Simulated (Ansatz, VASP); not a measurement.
## Two plane-wave programs on BN

Contents of INCAR:

```
SYSTEM = BN
PREC = Accurate
ENCUT = 520
EDIFF = 1E-6
ISMEAR = 0
SIGMA = 0.05
LREAL = .FALSE.
LASPH = .TRUE.
NELM = 60
ALGO = Normal
ISIF = 2
LWAVE = .FALSE.
LCHARG = .FALSE.
GGA = PS
NBANDS = 16
```

Contents of KPOINTS:

```
Automatic mesh
0
G
  12 12 4
  0 0 0
```

The input POSCAR:

```
BN
1.0
    2.3851355390      0.0000000000      0.0000000000
   -1.1925677695      2.0655879682      0.0000000000
    0.0000000000      0.0000000000      7.3793708441
B N
2 2
Direct
    0.3333333333      0.6666666667      0.2500000000
    0.6666666667      0.3333333333      0.7500000000
    0.3333333333      0.6666666667      0.7500000000
    0.6666666667      0.3333333333      0.2500000000
```

Input for Ansatz:

```yaml
crystal:
  lattice:
    - [2.385135539, 0.0, 0.0]
    - [-1.1925677695, 2.0655879682, 0.0]
    - [0.0, 0.0, 7.3793708441]
  atoms:
    - { symbol: B, position: [0.3333333333, 0.6666666667, 0.25] }
    - { symbol: B, position: [0.6666666667, 0.3333333333, 0.75] }
    - { symbol: "N", position: [0.3333333333, 0.6666666667, 0.75] }
    - { symbol: "N", position: [0.6666666667, 0.3333333333, 0.25] }
basis:
  ecutwfc: 520.0
kpoints:
  mp_grid: { grid: [12, 12, 4] }
hamiltonian:
  xc: pbesol
  pseudopotentials: { kind: paw, azcp: { folder: soft_1 } }
scf:
  occupations: { method: gaussian, width: 0.05 }
output:
  forces: true
  stress: true
  eigenvalues: true
```

Alike in both runs: task single point; functional PBEsol; k mesh 12 × 12 × 4; occupations gaussian, width 0.05 eV; no spin polarisation.

|  | VASP | Ansatz |
| --- | --- | --- |
| version | VASP 6.6.1 | Ansatz 0.2.0 |
| potentials or method | VASP PAW PBE potentials, release 64 (B, N) | scalar-relativistic, plane waves, PAW |
| plane-wave cutoff (eV) | 520 | 520 |
| valence electrons in the cell | 16 | 16 |

```tsv
	VASP	Ansatz	Ansatz less VASP
gap on the k mesh at the Fermi level (eV)	4.44	4.44	+0.008
least direct gap on the mesh (eV)	4.97	4.97	+0.003
```

Ansatz warned: «pseudo_functional_mismatch».

 A k mesh can miss the band edges.
